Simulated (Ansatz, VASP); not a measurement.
# One calculation of HfN, two programs

File INCAR:

```
PREC = Accurate
ENCUT = 600
EDIFF = 1E-7
ISMEAR = 1
SIGMA = 0.1
LREAL = False
LASPH = True
NELM = 80
ALGO = Normal
ISIF = 3
LWAVE = False
LCHARG = False
GGA = CA
IBRION = 2
NSW = 80
EDIFFG = -0.03
```

The input KPOINTS:

```
regular mesh
0
Gamma
  11 11 11
```

POSCAR

```
HfN
1.0
    0.0000000000      2.4548220000      2.4548220000
    2.4548220000      0.0000000000      2.4548220000
    2.4548220000      2.4548220000      0.0000000000
Hf N
1 1
Direct
    0.0000000000      0.0000000000      0.0000000000
    0.7500000000      0.7500000000      0.7500000000
```

Input for Ansatz:

```yaml
crystal:
  lattice:
    - [0.0, 2.454822, 2.454822]
    - [2.454822, 0.0, 2.454822]
    - [2.454822, 2.454822, 0.0]
  atoms:
    - { symbol: Hf, position: [0.0, 0.0, 0.0] }
    - { symbol: "N", position: [0.75, 0.75, 0.75] }
basis:
  ecutwfc: 517.016338673772
kpoints:
  mp_grid:
    grid: [11, 11, 11]
hamiltonian:
  xc: lda
  dispersion: none
scf:
  occupations:
    method: cold
relax:
  f_tol: 0.03
  cell: {}
```

The cell comes from a database or a generator and needn't be the stable form of this composition.

Alike in both runs: task relaxation of cell and atoms; functional LDA; k mesh 11 × 11 × 11; no spin polarisation.

|  | VASP | Ansatz |
| --- | --- | --- |
| version | VASP 6.6.1 | Ansatz 0.2.0 |
| potentials or method | VASP PAW LDA potentials, release 64 (Hf_pv, N) | plane waves, PAW |
| plane-wave cutoff (eV) | 600 | 517 |
| occupations | methfessel-paxton of order 1, width 0.1 eV | cold |
| valence electrons in the cell | 15 | 31 |

|  | VASP | Ansatz | Ansatz less VASP |
| --- | --- | --- | --- |
| relaxed volume (Å³/atom) | 14.08 | 14.07 | -0.005 |
| relaxed cell length with the largest relative difference (Å) | 3.415 | 3.414 | -0.0004 |
| energy change over the relaxation (meV/atom) | -24 | -23 | +1.2 |

The two sets of potentials don't hold the same shells in valence.

Spin-orbit coupling is left out, which matters for the levels of Hf.
